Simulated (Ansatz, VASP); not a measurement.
One calculation of ZrB2, two programs

INCAR

```
PREC     = Accurate       # precision mode
ENCUT    = 600            # plane-wave cutoff, eV
EDIFF    = 1E-7           # SCF threshold, eV
ISMEAR   = -1             # smearing method
SIGMA    = 0.05           # smearing width, eV
LREAL    = False          # projectors in reciprocal space
LASPH    = True           # aspherical terms in the spheres
NELM     = 80             # most SCF steps
ALGO     = Normal         # electronic algorithm
ISIF     = 3              # what is computed and relaxed
LWAVE    = False          # write WAVECAR
LCHARG   = False          # write CHGCAR
IBRION   = 2              # ionic algorithm
NSW      = 60             # ionic steps
EDIFFG   = -0.01          # ionic threshold
```

The input KPOINTS:

```
regular mesh
0
Gamma
  10 10 8
```

File POSCAR:

```
ZrB2
1.0
    3.1700000000      0.0000000000      0.0000000000
   -1.5850000000      2.7453005300      0.0000000000
    0.0000000000      0.0000000000      3.5330000000
Zr B
1 2
Direct
    0.0000000000      0.0000000000      0.0000000000
    0.6666666667      0.3333333333      0.5000000000
    0.3333333333      0.6666666667      0.5000000000
```

The input input.yaml:

```yaml
crystal:
  lattice:
    - [3.17, 0.0, 0.0]
    - [-1.585, 2.74530053, 0.0]
    - [0.0, 0.0, 3.533]
  atoms:
    - { symbol: Zr, position: [0.0, 0.0, 0.0] }
    - { symbol: B, position: [0.6666666667, 0.3333333333, 0.5] }
    - { symbol: B, position: [0.3333333333, 0.6666666667, 0.5] }
hamiltonian:
  xc: lda
  pseudopotentials: { kind: paw }
kpoints:
  mp_grid: { grid: [10, 10, 8] }
scf:
  occupations: { method: fermi_dirac, width: 0.05 }
output:
  forces: true
  stress: true
  write_density: true
  write_potential: true
  elf: true
  volumetric_format: npy
relax:
  f_tol: 0.01
  max_steps: 40
  cell: { stress_tol: 0.05 }
```

Alike in both runs: task relaxation of cell and atoms; functional LDA; k mesh 10 × 10 × 8; occupations fermi-dirac, width 0.05 eV; no spin polarisation.

|  | VASP | Ansatz |
| --- | --- | --- |
| version | VASP 6.6.1 | Ansatz 0.2.0 |
| potentials or method | VASP PAW LDA potentials, release 64 (Zr_sv, B) | Ansatz PAW |
| plane-wave cutoff (eV) | 600 | 420 |
| valence electrons in the cell | 18 | 18 |

Ansatz gave:

```
gap on the k mesh at the Fermi level, each at its own relaxed structure (eV) : none
relaxed volume (Å³/atom)                                                     : 9.89
relaxed cell length with the largest relative difference (Å)                 : 3.492
energy change over the relaxation (meV/atom)                                 : -10
```

Q: Estimate VASP's values.

A: gap on the k mesh at the Fermi level, each at its own relaxed structure (eV): none; relaxed volume (Å³/atom): 9.90; relaxed cell length with the largest relative difference (Å): 3.496; energy change over the relaxation (meV/atom): -9.

A gap of «none» marks a metal or a gap that the smearing closes.

Caveats: the plane-wave basis is chosen anew once the cell has moved, so the energies of steps on either side of that aren't comparable (Ansatz); the PAW data sets come from PBE, with cores solved anew for the run's functional, which leaves a small shift of forces and pressure (Ansatz). LDA usually gives volumes a few per cent too small. Zero-point motion and thermal expansion aren't in these numbers.
